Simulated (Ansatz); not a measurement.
## Gradients in GeS at several cell volumes

Reference cell: a COD entry whose atoms were relaxed with PBE, the cell held.

```cif
data_GeS
_symmetry_space_group_name_H-M 'Pnma'
_symmetry_Int_Tables_number 62
_cell_length_a 10.4700
_cell_length_b 3.6410
_cell_length_c 4.2970
_cell_angle_alpha 90.000
_cell_angle_beta 90.000
_cell_angle_gamma 90.000
loop_
_atom_site_label
_atom_site_type_symbol
_atom_site_symmetry_multiplicity
_atom_site_Wyckoff_symbol
_atom_site_fract_x
_atom_site_fract_y
_atom_site_fract_z
Ge Ge 4 c 0.6209 0.2500 0.3720
S S 4 c 0.8506 0.2500 0.4974
```

One atom of each set is listed.

The numbers come from a DFT calculation in Ansatz (PBE, plane waves and PAW, scalar-relativistic, 420 eV cutoff, Γ-centred 5×12×10 k-points, Fermi–Dirac smearing 0.02 eV).

The cell is scaled uniformly, and the ions relax again at each size.

**Question.** How do the gradients (10²¹ V/m²) respond?

**Answer.** 

```tsv
V/V₀	Ge V_zz (η)	S V_zz (η)
0.94	-7.48 (0.43)	-4.46 (0.13)
0.96	-7.47 (0.41)	-4.69 (0.10)
0.98	-7.45 (0.40)	-4.93 (0.05)
1.00	-7.46 (0.36)	-5.15 (0.03)
1.02	-7.39 (0.34)	-5.35 (0.01)
1.04	-7.47 (0.27)	-5.57 (0.01)
1.06	-7.56 (0.22)	-5.79 (0.01)
```

Logarithmic slopes d ln|V_zz|/d ln V over the series, for the sites that change steadily: S 2.2. Point charges on a uniformly scaled lattice would give −1; atoms that shift within the cell as it changes, and charge that moves in the bonds, make the difference.

On Ge the rows don't lie on one smooth curve; each relaxation stops at forces of about 0.02 eV/Å, which can cause such scatter.

No dispersion correction is included, which matters between the layers of this solid.
